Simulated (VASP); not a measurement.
# Hf in VASP: further runs

One sheet, Hf, is run at these levels: PBE; tasks: work function.

All numbers are computed with VASP 6.6.1; they aren't measurements. Logs are shortened: lines on timing, memory, paths and dates and some standing lists are left out, and cuts for length are marked.

## Step 1: Starting point

The cell holds a sheet with vacuum, 1 atom: a = 2.779 Å, b = 2.779 Å, c = 23.800 Å, α = 90.00°, β = 90.00°, γ = 90.00°.

The cell was built by a generator and needn't be a form met in nature.

## Step 2: Work function, PBE

INCAR reads:

```
PREC = Accurate
ENCUT = 520
EDIFF = 1E-6
ISMEAR = -1
SIGMA = 0.05
LREAL = False
LASPH = True
NELM = 60
ALGO = Normal
ISIF = 2
LWAVE = False
LCHARG = False
LDIPOL = True
IDIPOL = 3
DIPOL = 0.5 0.5 0.294
GGA = PE
EFIELD = -0.1
LVHAR = True
LVACPOTAV = True
```

KPOINTS reads:

```
Automatic mesh
0
Gamma
  10 10 1
```

POSCAR reads:

```
Hf
1.0
    2.7787600000      0.0000000000      0.0000000000
    0.0000000000      2.7787600000      0.0000000000
    0.0000000000      0.0000000000     23.8000000000
Hf
1
Direct
    0.0000000000      0.0000000000      0.2941200000
```

Potentials or basis: VASP PAW PBE potentials, release 64 (Hf_pv).

Command:

```sh
> cat potpaw_PBE.64/Hf_pv/POTCAR > POTCAR
> mpirun -np 1 vasp_std > vasp.out
```

OUTCAR:

```text
PREC = Accurate
   ENCUT = 520
   EDIFF = 1E-6
   ISMEAR = -1
   LREAL = False
   LASPH = True
   NELM = 60
   ISIF = 2
   GGA = PE

 ion  position               nearest neighbor table
   1  0.000  0.000  0.294-

  LATTYP: Found a simple tetragonal cell.
 ALAT       =     2.7787600000
 C/A-ratio  =     8.5649714261

  Lattice vectors:

 A1 = (   2.7787600000,   0.0000000000,   0.0000000000)
 A2 = (   0.0000000000,   2.7787600000,   0.0000000000)
 A3 = (   0.0000000000,   0.0000000000,  23.8000000000)

Analysis of symmetry for initial positions (statically):
=====================================================================
 Subroutine PRICEL returns:
 Original cell was already a primitive cell.

 Routine SETGRP: Setting up the symmetry group for a
 simple tetragonal supercell.

 Subroutine GETGRP returns: Found 16 space group operations
 (whereof  8 operations were pure point group operations)
 out of a pool of 16 trial point group operations.

The static configuration has the point symmetry C_4v.
 The point group associated with its full space group is D_4h.

Analysis of symmetry for dynamics (positions and initial velocities):
=====================================================================
 An external electric field (EFIELD) may reduce the allowed symmetry operations
 Subroutine PRICEL returns:
 Original cell was already a primitive cell.

 Routine SETGRP: Setting up the symmetry group for a
 simple tetragonal supercell.

 Subroutine GETGRP returns: Found  8 space group operations
 (whereof  8 operations were pure point group operations)
 out of a pool of 16 trial point group operations.

The dynamic configuration has the point symmetry C_4v.

 Subroutine INISYM returns: Found  8 space group operations
 (whereof  8 operations are pure point group operations),
 and found     1 'primitive' translations

----------------------------------------------------------------------------------------

                                     Primitive cell

  volume of cell :     183.7719

  direct lattice vectors                    reciprocal lattice vectors
     2.778760000  0.000000000  0.000000000     0.359872749  0.000000000  0.000000000
     0.000000000  2.778760000  0.000000000     0.000000000  0.359872749  0.000000000
     0.000000000  0.000000000 23.800000000     0.000000000  0.000000000  0.042016807

  length of vectors
     2.778760000  2.778760000 23.800000000     0.359872749  0.359872749  0.042016807

  position of ions in fractional coordinates (direct lattice)
     0.000000000  0.000000000  0.294120000

  ion indices of the primitive-cell ions
   primitive index   ion index
                 1           1

----------------------------------------------------------------------------------------

 KPOINTS: Automatic mesh

Automatic generation of k-mesh.
 Grid dimensions read from file:
 generate k-points for:   10   10    1

 Generating k-lattice:

  Cartesian coordinates                     Fractional coordinates (reciprocal lattice)
     0.035987275  0.000000000  0.000000000     0.100000000  0.000000000  0.000000000
     0.000000000  0.035987275  0.000000000     0.000000000  0.100000000  0.000000000
     0.000000000  0.000000000  0.042016807     0.000000000  0.000000000  1.000000000

  Length of vectors
     0.035987275  0.035987275  0.042016807

  Shift w.r.t. Gamma in fractional coordinates (k-lattice)
     0.000000000  0.000000000  0.000000000

 Subroutine IBZKPT returns following result:
 ===========================================

 Found     21 irreducible k-points:

 Following reciprocal coordinates:
            Coordinates               Weight
  0.000000  0.000000  0.000000      1.000000
  0.100000  0.000000  0.000000      4.000000
  0.200000  0.000000  0.000000      4.000000
  0.300000  0.000000  0.000000      4.000000
  0.400000  0.000000  0.000000      4.000000
  0.500000  0.000000  0.000000      2.000000
[... 13 lines left out ...]
  0.500000  0.400000  0.000000      4.000000
  0.500000  0.500000  0.000000      1.000000
   k-points           NKPTS =     21   k-points in BZ     NKDIM =     21   number of bands    NBANDS=      9
   number of dos      NEDOS =    301   number of ions     NIONS =      1
   total plane-waves  NPLWV = 103680
   dimension x,y,z NGX =    24 NGY =   24 NGZ =  180
   dimension x,y,z NGXF=    48 NGYF=   48 NGZF=  360
   ions per type =               1
   NGX,Y,Z   is equivalent  to a cutoff of  14.36, 14.36, 12.57 a.u.
   NGXF,Y,Z  is equivalent  to a cutoff of  28.72, 28.72, 25.15 a.u.
 SYSTEM =  unknown system
   PREC   = accura    normal or accurate (medium, high low for compatibility)
   ISTART =      0    job   : 0-new  1-cont  2-samecut
   ICHARG =      2    charge: 1-file 2-atom 10-const
   ISPIN  =      1    spin polarized calculation?
   LNONCOLLINEAR =      F non collinear calculations
   LSORBIT =      F    spin-orbit coupling
   LASPH  =      T    aspherical Exc in radial PAW
   ENCUT  =  520.0 eV  38.22 Ry    6.18 a.u.   5.17  5.17 44.25*2*pi/ulx,y,z
   NELM   =     60;   NELMIN=  2; NELMDL= -5     # of ELM steps
   EDIFF  = 0.1E-05   stopping-criterion for ELM
   LREAL  =      F    real-space projection
   EDIFFG = 0.1E-04   stopping-criterion for IOM
   NSW    =      0    number of steps for IOM
   IBRION =     -1    ionic relax: 0-MD 1-quasi-New 2-CG
   NFREE  =      0    steps in history (QN), initial steepest desc. (CG)
   ISIF   =      2    stress and relaxation
   ISYM   =      2    0-nonsym 1-usesym 2-fastsym
   POTIM  = 0.5000    time-step for ionic-motion
   TEBEG  =    0.0;   TEEND  =   0.0 temperature during run
   PSTRESS=    0.0 pullay stress
   NELECT =      10.0000    total number of electrons
   NUPDOWN=      -1.0000    fix difference up-down
   EMIN   =  10.00;   EMAX   =-10.00  energy-range for DOS
   EFERMI =   0.00;   METHOD = LEGACY
   ISMEAR =    -1;   SIGMA  =   0.05  broadening in eV -4-tet -1-fermi 0-gaus
   EFERMI_NEDOS =   21; number of points for ismear=-14 and -15
   IALGO  =     38    algorithm
   IMIX   =      4    mixing-type and parameters
     AMIX     =   0.40;   BMIX     =  1.00
     AMIX_MAG =   1.60;   BMIX_MAG =  1.00
  volume/ion in A,a.u.               =     183.77      1240.15
  Fermi-wavevector in a.u.,A,eV,Ry     =   0.620367  1.172323  5.236268  0.384855
  Thomas-Fermi vector in A             =   1.679493
   LORBIT       =      0    0 simple, 1 ext, 2 COOP (PROOUT), +10 PAW based schemes
   GGA     = PE    functional components
   LHFCALC =     F    Hartree Fock is set to
   AEXX    =    0.0000 exact exchange contribution
   IVDW    =     0    specifies the selected vdW correction
   LEPSILON=     F    determine dielectric tensor
   LRPA    =     F    only Hartree local field effects (RPA)
 non-spin polarized calculation
  energy-cutoff  :      520.00
  volume of cell :      183.77
 maximum number of plane-waves:      4993
 NGX is ok and might be reduce to    24
   NGX = 11   NGY = 11   NGZ = 89

 number of electron      10.0000000 magnetization

 dipolmoment           0.000000      0.000000     -0.021717 electrons x Angstroem

 Free energy of the ion-electron system (eV)
  ---------------------------------------------------
  ext. energy  EPLUGINS =         0.00000000
  ---------------------------------------------------
  free energy    TOTEN  =        -7.47148644 eV

  energy without entropy =       -7.45021695  energy(sigma->0) =       -7.46085169

 E-fermi :  -3.0872     XC(G=0):  -2.1573

 val. band max:       -3.0877630970   @ k =   0.2000   0.1000   0.0000
 cond. band min:      -3.0835925458   @ k =   0.1000   0.1000   0.0000
 fundamental gap:      0.0041705513
 Fermi energy:        -3.0871946008

 k-point     1 :       0.0000    0.0000    0.0000
  band No.  band energies     occupation
      1     -34.0676      2.00000
      2     -33.0923      2.00000
      3     -33.0923      2.00000
      4      -8.3173      2.00000
      5      -4.6360      2.00000
      6      -3.4294      1.99787
      7      -2.8432      0.01507
      8       0.6257      0.00000
      9       1.1802      0.00000

 k-point     2 :       0.1000    0.0000    0.0000
  band No.  band energies     occupation
      1     -34.0525      2.00000
      2     -33.2321      2.00000
      3     -33.0806      2.00000
      4      -7.9829      2.00000
      5      -4.3674      2.00000
      6      -3.2483      1.92334
      7      -2.8821      0.03255
      8       0.7542      0.00000
      9       1.0971      0.00000

 k-point     3 :       0.2000    0.0000    0.0000
  band No.  band energies     occupation
      1     -34.0129      2.00000
      2     -33.5852      2.00000
      3     -33.0499      2.00000
      4      -7.1392      2.00000
      5      -3.6785      1.99999
      6      -3.1313      1.41473
      7      -2.6202      0.00018
      8       0.5653      0.00000
      9       1.4402      0.00000

 k-point     4 :       0.3000    0.0000    0.0000
  band No.  band energies     occupation
      1     -33.9988      2.00000
      2     -33.9635      2.00000
      3     -33.0116      2.00000
      4      -6.1196      2.00000
      5      -3.6644      1.99998
      6      -2.9184      0.06618
      7      -1.5384      0.00000
      8       0.8097      0.00000
      9       1.4383      0.00000
[... 169 lines left out ...]
 k-point    19 :       0.4000    0.4000    0.0000
  band No.  band energies     occupation
      1     -34.1576      2.00000
      2     -34.1438      2.00000
      3     -33.7888      2.00000
      4      -5.4450      2.00000
      5      -2.8529      0.01828
      6      -2.3696      0.00000
      7      -0.3626      0.00000
      8       2.4376      0.00000
      9       2.4948      0.00000

 k-point    20 :       0.5000    0.4000    0.0000
  band No.  band energies     occupation
      1     -34.2643      2.00000
      2     -34.1327      2.00000
      3     -33.7744      2.00000
      4      -5.6956      2.00000
      5      -2.8857      0.03495
      6      -2.4005      0.00000
      7      -0.0615      0.00000
      8       2.6425      0.00000
      9       3.6438      0.00000

 k-point    21 :       0.5000    0.5000    0.0000
  band No.  band energies     occupation
      1     -34.2458      2.00000
      2     -34.2458      2.00000
      3     -33.7601      2.00000
      4      -5.9731      2.00000
      5      -2.6699      0.00047
      6      -2.6699      0.00047
      7       0.2057      0.00000
      8       4.0514      0.00000
      9       4.0514      0.00000

------------------------ aborting loop because EDIFF is reached ----------------------------------------

  FORCE on cell =-STRESS in cart. coord.  units (eV):
  Direction    XX          YY          ZZ          XY          YZ          ZX
  --------------------------------------------------------------------------------------
  -------------------------------------------------------------------------------------
  Total       -0.1864192     -0.1864192     -0.0049972      0.0000000      0.0000000      0.0000000
  in kB       -1.6252578     -1.6252578     -0.0435673      0.0000000      0.0000000      0.0000000
  external PRESSURE =      -1.0980276 kB  Pullay stress =       0.0000000 kB

 VOLUME and BASIS-vectors are now :
 -----------------------------------------------------------------------------
  energy-cutoff  :      520.00
  volume of cell :      183.77
      direct lattice vectors                 reciprocal lattice vectors
     2.778760000  0.000000000  0.000000000     0.359872749  0.000000000  0.000000000
     0.000000000  2.778760000  0.000000000     0.000000000  0.359872749  0.000000000
     0.000000000  0.000000000 23.800000000     0.000000000  0.000000000  0.042016807

 POSITION                                       TOTAL-FORCE (eV/Angst)
 -----------------------------------------------------------------------------------
      0.00000      0.00000      7.00006         0.000000      0.000000     -0.000297
 -----------------------------------------------------------------------------------
    total drift:                               -0.000000      0.000000     -0.000297

  FREE ENERGIE OF THE ION-ELECTRON SYSTEM (eV)
  ---------------------------------------------------
  free  energy   TOTEN  =        -7.4714864409 eV

  energy  without entropy=       -7.4502169481  energy(sigma->0) =       -7.46085169

 vacuum level on the upper side and lower side of the slab         1.808         0.572
```

It took 38 s on 1 thread of AMD EPYC 9R45 (Zen 5), shared host; peak memory 0.28 GiB.

Results:

| Quantity | Value |
| --- | --- |
| Free energy | -7.4715 eV |
| Band gap on the k mesh | none (metal or under the smearing width) |
| Work function of the upper face | 4.90 eV |
| Work function of the lower face | 3.66 eV |

[end of part 1 of 3]
